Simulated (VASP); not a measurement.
Write the native input for VASP 6.6.1 that does the following.

```yaml
Task: single point
Functional: PBE
Potentials_or_basis: VASP PAW PBE potentials, release 64 (H)
Cutoff: 520 eV
k_mesh: 2 × 2 × 3
Occupations: fermi-dirac, width 0.05 eV
Spin: no spin polarisation
Dipole_correction: no
Further_INCAR_settings: ALGO = Normal; EDIFF = 1e-06; NBANDS = 10
```

The structure of H lies in POSCAR:

```
H
1.0
   -0.0170270000      5.2598370000      5.2520910000
    7.8499180000     -2.5887870000      2.5593750000
    2.7066140000      2.7067220000     -2.7113630000
H
4
Direct
    0.9906046078     -0.0414842478      0.9850137361
    0.9785775283      0.5164959251      0.4913469673
    0.5369837489      0.2257311552      0.2937515892
    0.4961737277      0.7997921724      0.8358141868
```

The cell was built by a generator and needn't be a form met in nature.

These files were run (other wordings do the same):

INCAR

```
SYSTEM = H
  PREC = Accurate
  ENCUT = 520
  EDIFF = 1E-6
  ISMEAR = -1
  SIGMA = 0.05
  LREAL = .FALSE.
  LASPH = .TRUE.
  NELM = 60
  ALGO = Normal
  ISIF = 2
  LWAVE = .FALSE.
  LCHARG = .FALSE.
  GGA = PE
  NBANDS = 10
```

KPOINTS

```
Automatic mesh
0
G
  2 2 3
  0 0 0
```

Potentials or basis: VASP PAW PBE potentials, release 64 (H).

The run is started by

```bash
$ cat potpaw_PBE.64/H/POTCAR > POTCAR
$ mpirun -np 1 vasp_std > vasp.out
```

Results of the run:

```yaml
Pressure: -0.4 GPa
Largest_force: 0.116 eV/Å
Band_gap_on_the_k_mesh: none (metal or under the smearing width)
```

Caveat: the k mesh is coarse (spacing up to 0.45 Å⁻¹), so the values aren't converged.

Wall time 20 s on 1 thread of Intel(R) Xeon(R) Platinum 8559C (Emerald Rapids), on a shared host, peak memory 0.3 GiB.
